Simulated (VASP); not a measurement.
Write the native input for VASP 6.6.1 that does the following.

| Item | Value |
| --- | --- |
| Task | single point |
| Functional | PBEsol |
| Potentials or basis | VASP PAW PBE potentials, release 64 (Hf_pv, B) |
| Cutoff | 520 eV |
| k mesh | 15 × 15 × 12 |
| Occupations | gaussian, width 0.1 eV |
| Spin | no spin polarisation |
| Dipole correction | no |
| Further INCAR settings | ALGO = Normal; EDIFF = 1e-06; NBANDS = 15 |

The structure of HfB2 lies in POSCAR:

```
HfB2
1.0
    3.1272675614      0.0000000000      0.0000000000
   -1.5636337807      2.7082931526      0.0000000000
    0.0000000000      0.0000000000      3.4469749437
Hf B
1 2
Direct
    0.0000000000      0.0000000000      0.0000000000
    0.3333333333      0.6666666667      0.5000000000
    0.6666666667      0.3333333333      0.5000000000
```

The cell comes from a database or a generator and needn't be the stable form of this composition.

The input as run:

INCAR

```
PREC = Accurate
ENCUT = 520
EDIFF = 1E-6
ISMEAR = 0
SIGMA = 0.1
LREAL = False
LASPH = True
NELM = 100
ALGO = Normal
ISIF = 2
LWAVE = False
LCHARG = False
GGA = PS
NBANDS = 15
```

KPOINTS

```
Automatic mesh
0
Gamma
  15 15 12
```

Potentials or basis: VASP PAW PBE potentials, release 64 (Hf_pv, B).

The run is started by

```console
$ cat potpaw_PBE.64/Hf_pv/POTCAR potpaw_PBE.64/B/POTCAR > POTCAR
$ mpirun -np 1 vasp_std > vasp.out
```

It gave:

The pressure is 0.0 GPa. The band gap on the k mesh is none (metal or under the smearing width).

Caveat: the PAW data sets were made with another functional, which shifts forces and pressure a little.

Wall time 37 s on 1 thread of Intel(R) Xeon(R) Platinum 8488C (Sapphire Rapids), on a shared host, peak memory 0.2 GiB.
